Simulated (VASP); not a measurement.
**Te in VASP: the effect of exact exchange**

Crystal: Te.

```
Te
1.0
     5.22326    0.00000    0.00000
     0.00000    5.22326    0.00000
     0.00000    0.00000    5.22326
Te
4
Direct
  0.87500 0.12500 0.62500
  0.37500 0.37500 0.37500
  0.12500 0.62500 0.87500
  0.62500 0.87500 0.12500
```

The cell was built by a generator and needn't be a form met in nature.

Alike in all runs:

* Program: VASP 6.6.1
* Task: single point
* Functional: HSE(alpha, omega)
* Potentials or basis: VASP PAW PBE potentials, release 64 (Te)
* Cutoff: 520 eV
* k mesh: 3 × 3 × 3
* Occupations: fermi-dirac, width 0.05 eV
* Spin: no spin polarisation

```tsv
exact exchange	gap on the mesh (eV)	pressure (GPa)
0.05	0.22	-0.3
0.1	0.26	-0.7
0.15	0.30	-1.2
0.2	0.34	-1.6
0.25	0.38	-2.1
0.3	0.42	-2.6
0.4	0.51	-3.6
0.5	?	?
```

What does the run with exact exchange 0.5 give?

gap on the mesh 0.60 eV; pressure -4.6 GPa.

Worked out: A straight line through the other rows of the gap on the mesh, of slope 0.822 eV per unit of exact exchange, extrapolates to 0.59 eV, against the run's 0.60. A straight line through the other rows of the pressure, of slope -9.45 GPa per unit of exact exchange, extrapolates to -4.5 GPa, against the run's -4.6.

Caveats: the PAW data sets were made with another functional, which shifts forces and pressure a little; spin-orbit coupling is left out, which moves the levels of the heavy elements; an odd mesh through Γ misses points on the zone boundary, where band edges often lie.
